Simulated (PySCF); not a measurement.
# TePb (Fm-3m) in PySCF: settings compared, part 2 of 2

PySCF 2.14.0. Earlier steps stand in the parts before.

**5. Atomic charges, r2SCAN**

File run.py:

```python
import json
import numpy as np
from pyscf.pbc import gto, scf, dft, df

cell = gto.Cell()
cell.basis = {'Pb': 'DZVP-MOLOPT-HYB-GTH-q4', 'Te': 'DZVP-MOLOPT-HYB-GTH-q6'}
cell.pseudo = {'Pb': 'GTH-HYB-q4', 'Te': 'GTH-HYB-q6'}
cell.fromfile('TePb.cif')
cell.ke_cutoff = 50  # hartree
cell.exp_to_discard = 0.02
cell.precision = 1e-08
cell.max_memory = 5040  # MB
cell.verbose = 4
cell.build()

res = {}
kpts = cell.make_kpts([2, 2, 2])
mf = dft.KRKS(cell, kpts, xc='r2scan')
mf = mf.density_fit()
mf.with_df._cderi = 'cderi.h5'  # three-centre integrals saved by an earlier run on this cell, basis and mesh
mf.grids = dft.gen_grid.UniformGrids(cell)
mf.conv_tol = 1e-07
mf.max_cycle = 60

mf.kernel()
res.update(converged=bool(mf.converged), e_tot=mf.e_tot, nelec=cell.nelectron, nao=cell.nao, mesh=list(map(int, cell.mesh)), a=cell.lattice_vectors().tolist(), coords=cell.atom_coords().tolist(),
           mo_energy=[np.real(x).tolist() for x in mf.mo_energy], mo_occ=[np.real(x).tolist() for x in mf.mo_occ])
res.update(kpts=cell.get_scaled_kpts(kpts).tolist())
res['parts'] = {k: float(np.real(v)) for k, v in mf.scf_summary.items() if np.isscalar(v)}
json.dump(res, open('results.json', 'w'))
if not mf.converged:
    raise SystemExit('SCF not converged')

print('levels (eV)')
for i, kp in enumerate(res['kpts'][:40]):
    print('k %7.4f %7.4f %7.4f  ' % tuple(kp), ' '.join('%.3f' % (x * 27.211386) for x in res['mo_energy'][i][:10]))

# Mulliken populations
dm, s = np.asarray(mf.make_rdm1()), np.asarray(mf.get_ovlp())
sites = cell.aoslice_by_atom()[:, 2:]
tot = np.einsum('kij,kji->i', dm, s).real / len(kpts)
res['mulliken'] = [cell.atom_charge(i) - tot[a0:a1].sum() for i, (a0, a1) in enumerate(sites)]
print('Mulliken charges', np.round(res['mulliken'], 5))
res['meta_lowdin'] = mf.mulliken_meta()[1].tolist()
res['done'] = True
json.dump(res, open('results.json', 'w'))
```

File TePb.cif:

```cif
data_TePb
_cell_length_a 4.56932402
_cell_length_b 4.56932402
_cell_length_c 4.56932402
_cell_angle_alpha 60.00000000
_cell_angle_beta 60.00000000
_cell_angle_gamma 60.00000000
_space_group_name_H-M_alt 'P1'
_space_group_name_Hall 'P 1'
_space_group_IT_number 1
loop_
_space_group_symop_operation_xyz
'x,y,z'
loop_
_atom_site_label
_atom_site_type_symbol
_atom_site_symmetry_multiplicity
_atom_site_Wyckoff_symbol
_atom_site_fract_x
_atom_site_fract_y
_atom_site_fract_z
_atom_site_occupancy
Pb1 Pb 1 a 0.0000000000 0.0000000000 0.0000000000 1
Te1 Te 1 a 0.5000000000 0.5000000000 0.5000000000 1
```

Potentials or basis: DZVP-MOLOPT-HYB/GTH-HYB (UZH) (potentials made for PBE0).

Command:

```sh
$ OMP_NUM_THREADS=4 python -u run.py > log
```

What it wrote:

```text
Discarded 0 diffused primitive functions, 0 contracted functions

******** <class 'pyscf.pbc.dft.krks.KRKS'> ********
method = KRKS
initial guess = minao
damping factor = 0
level_shift factor = 0
DIIS = <class 'pyscf.scf.diis.CDIIS'>
diis_start_cycle = 1
diis_space = 8
diis_damp = 0
SCF conv_tol = 1e-07
SCF conv_tol_grad = None
SCF max_cycles = 60
direct_scf = True
direct_scf_tol = 1e-13

******** PBC SCF flags ********
N kpts = 8
Exchange divergence treatment (exxdiv) = ewald
    madelung (= occupied orbital energy shift) = 0.18772860761737947
    Total energy shift due to Ewald probe charge = -1/2 * Nelec*madelung = -0.938643038087
DF object = <pyscf.pbc.df.df.GDF object>
XC functionals = r2scan
small_rho_cutoff = 0
Uniform grid, mesh = [29 29 29]
Set gradient conv threshold to 0.000316228

******** <class 'pyscf.pbc.df.rsdf_builder._RSNucBuilder'> ********
mesh = [13 13 13] (2197 PWs)
ke_cutoff = 9.530827210816636
omega = 0.39185047753980384
exclude_d_aux = False
exclude_dd_block = True
j2c_eig_always = False
has_long_range = True
nelec by numeric integration = 9.998424658815468
init E= -7.81920688827146

WARN: HOMO 0.210193579257 == LUMO 0.210193579257

nelec by numeric integration = 9.99999999999988
cycle= 1 E= -11.5721154526007  delta_E= -3.75  |g|= 1.23  |ddm|= 10.1
  HOMO = 0.16539939263  LUMO = 0.215698758938  gap/eV = 1.36872
nelec by numeric integration = 9.999999999999808
cycle= 2 E= -11.6136666973296  delta_E= -0.0416  |g|= 1.12  |ddm|= 12.6
  HOMO = 0.201077010145  LUMO = 0.220452736412  gap/eV = 0.52724
nelec by numeric integration = 9.999999999999819
cycle= 3 E= -11.7092458685153  delta_E= -0.0956  |g|= 0.126  |ddm|=  3.9
  HOMO = 0.202149027115  LUMO = 0.220510315621  gap/eV = 0.49964
nelec by numeric integration = 9.999999999999819
cycle= 4 E= -11.7103805918948  delta_E= -0.00113  |g|= 0.00409  |ddm|= 0.434
  HOMO = 0.202298929476  LUMO = 0.220784695846  gap/eV = 0.50302
nelec by numeric integration = 9.999999999999819
cycle= 5 E= -11.7103814250761  delta_E= -8.33e-07  |g|= 0.000665  |ddm|= 0.0139
  HOMO = 0.202255348525  LUMO = 0.220798908175  gap/eV = 0.50460
nelec by numeric integration = 9.999999999999819
cycle= 6 E= -11.7103814562296  delta_E= -3.12e-08  |g|= 7.91e-05  |ddm|= 0.00238
  HOMO = 0.202250455127  LUMO = 0.220797931914  gap/eV = 0.50470
nelec by numeric integration = 9.999999999999819
Extra cycle  E= -11.7103814565186  delta_E= -2.89e-10  |g|= 4.84e-05  |ddm|= 0.000437
converged SCF energy = -11.7103814565186
levels (eV)
k  0.0000  0.0000  0.0000   -7.273 -0.531 3.946 3.946 3.947 9.843 9.843 9.843 11.864 11.864
k  0.0000  0.0000  0.5000   -5.455 -4.126 4.408 4.408 5.503 6.008 6.286 6.286 15.745 18.194
k  0.0000  0.5000  0.0000   -5.455 -4.126 4.408 4.408 5.503 6.008 6.286 6.286 15.745 18.194
k  0.0000  0.5000  0.5000   -5.386 -2.659 0.412 2.264 2.264 8.890 11.423 11.423 12.611 16.397
k  0.5000 -0.0000  0.0000   -5.455 -4.126 4.408 4.408 5.503 6.008 6.286 6.286 15.745 18.194
k  0.5000 -0.0000  0.5000   -5.386 -2.659 0.412 2.264 2.264 8.890 11.423 11.423 12.611 16.397
k  0.5000  0.5000  0.0000   -5.386 -2.659 0.412 2.264 2.264 8.890 11.423 11.423 12.611 16.397
k  0.5000  0.5000  0.5000   -5.455 -4.126 4.408 4.408 5.504 6.008 6.286 6.286 15.745 18.194
Mulliken charges [ 0.17174 -0.17174]
 ** Mulliken pop on meta-lowdin orthogonal AOs **
 ** Mulliken pop  **
pop of  0 Pb 6s           1.86521
pop of  0 Pb 7s           0.12717
pop of  0 Pb 6px          0.53282
pop of  0 Pb 6py          0.53282
pop of  0 Pb 6pz          0.53282
pop of  0 Pb 7px          0.00225
pop of  0 Pb 7py          0.00225
pop of  0 Pb 7pz          0.00225
pop of  0 Pb 6dxy         0.03440
pop of  0 Pb 6dyz         0.03501
pop of  0 Pb 6dz^2        0.03378
pop of  0 Pb 6dxz         0.03501
pop of  0 Pb 6dx2-y2      0.03440
pop of  1 Te 5s           1.72352
pop of  1 Te 6s           0.08481
pop of  1 Te 5px          1.23510
pop of  1 Te 5py          1.23510
pop of  1 Te 5pz          1.23510
pop of  1 Te 6px          0.23866
pop of  1 Te 6py          0.23866
pop of  1 Te 6pz          0.23866
pop of  1 Te 5dxy         0.00004
pop of  1 Te 5dyz         0.00002
pop of  1 Te 5dz^2        0.00006
pop of  1 Te 5dxz         0.00002
pop of  1 Te 5dx2-y2      0.00004
 ** Mulliken atomic charges  **
charge of    0Pb =      0.22979
charge of    1Te =     -0.22979
```

Run time: 5.9 s. Hardware: 4 threads of Arm Neoverse V2, shared host; peak memory 0.48 GiB.

What came out:

| Item | Value |
| --- | --- |
| Free energy | -318.6557 eV |
| Band gap on the k mesh | 0.50 eV, direct |
| Meta-löwdin charges | Pb +0.23; Te -0.23 e |

Caveat: the k mesh is coarse (spacing up to 0.84 Å⁻¹), so the values aren't converged; meta-GGAs need a finer uniform grid than this; population charges move with the basis; spin-orbit coupling is left out, which as a rule narrows the gap of such compounds by several tenths of an eV; the basis of atomic orbitals isn't converged, which shifts pressures, moduli and gaps. A k mesh can miss the band edges.

**6. Atomic charges, HF**

run.py, as its differences from that of step 5:

```diff
@@ -17,6 +17,5 @@
 kpts = cell.make_kpts([2, 2, 2])
-mf = dft.KRKS(cell, kpts, xc='r2scan')
+mf = scf.KRHF(cell, kpts, exxdiv='ewald')
 mf = mf.density_fit()
 mf.with_df._cderi = 'cderi.h5'  # three-centre integrals saved by an earlier run on this cell, basis and mesh
-mf.grids = dft.gen_grid.UniformGrids(cell)
 mf.conv_tol = 1e-07
```

TePb.cif is that of step 5.

Potentials or basis: DZVP-MOLOPT-HYB/GTH-HYB (UZH) (potentials made for PBE0).

Command:

```sh
$ OMP_NUM_THREADS=4 python -u run.py > log
```

It took 3 s on 4 threads of Arm Neoverse V2, shared host; peak memory 0.21 GiB.

It converged, with:

```
Free energy            : -309.6543 eV
Band gap on the k mesh : 6.37 eV, direct
Meta-löwdin charges    : Pb +0.37; Te -0.37 e
```

Levels at points of the mesh, in eV from the valence-band top:
```tsv
k point	band 1	band 2	band 3	band 4	band 5	band 6	band 7	band 8	band 9
(0.00, 0.00, 0.00)	-16.53	-6.85	-1.94	-1.94	-1.94	10.80	10.80	10.80	12.53
(0.00, 0.00, 0.50)	-14.29	-11.72	-1.61	-1.61	0.00	6.37	6.58	6.58	16.80
(0.00, 0.50, 0.00)	-14.29	-11.72	-1.61	-1.61	0.00	6.37	6.58	6.58	16.80
(0.00, 0.50, 0.50)	-14.06	-9.59	-6.16	-3.92	-3.92	9.12	12.55	12.55	13.86
(0.50, 0.00, 0.00)	-14.29	-11.72	-1.61	-1.61	0.00	6.37	6.58	6.58	16.80
(0.50, 0.00, 0.50)	-14.06	-9.59	-6.16	-3.92	-3.92	9.12	12.55	12.55	13.86
(0.50, 0.50, 0.00)	-14.06	-9.59	-6.16	-3.92	-3.92	9.12	12.55	12.55	13.86
(0.50, 0.50, 0.50)	-14.29	-11.72	-1.61	-1.61	0.00	6.37	6.58	6.58	16.80
```

Caveat: the k mesh is coarse (spacing up to 0.84 Å⁻¹), so the values aren't converged, least of all with exact exchange; on so small a mesh gaps with full-range exact exchange can be off by tenths of an eV to over 1 eV; population charges move with the basis; spin-orbit coupling is left out, which as a rule narrows the gap of such compounds by several tenths of an eV; the basis of atomic orbitals isn't converged, which shifts pressures, moduli and gaps.

**7. For comparison**

An earlier run on the cell as given: functional PBE; potentials or basis DZVP-MOLOPT-SR/GTH-PBE (potentials made for PBE); k mesh 7 × 7 × 7; occupations fermi-dirac, width 0.05 eV; no spin polarisation.

- Mulliken charges: Pb +0.26; Te -0.26 e

**8. The runs side by side**

| level | grid for exchange and correlation | three-centre integrals | exxdiv | gap on the mesh (eV) |
| --- | --- | --- | --- | --- |
| LDA | uniform | - | - | 0.20 |
| PBE | uniform | read from an earlier run's file | - | 0.32 |
| PBEsol | uniform | read from an earlier run's file | - | 0.22 |
| r2SCAN | uniform | read from an earlier run's file | - | 0.50 |
| HF | - | read from an earlier run's file | ewald | 6.37 |

Alike in all rows: task atomic charges; potentials or basis DZVP-MOLOPT-HYB/GTH-HYB (UZH) (potentials made for PBE0); no spin polarisation; cell as given; k mesh 2 × 2 × 2; smearing fixed; the mesh is coarse, so values aren't converged.

Caveats: all runs use coarse meshes; spin-orbit coupling is left out, which as a rule narrows the gap of such compounds by several tenths of an eV; the basis of atomic orbitals isn't converged, which shifts pressures, moduli and gaps; meta-GGAs need a finer uniform grid than this (some runs); on so small a mesh gaps with full-range exact exchange can be off by tenths of an eV to over 1 eV (some runs).

Total energies depend on the potentials used, so only differences within one code and one set of settings carry meaning.
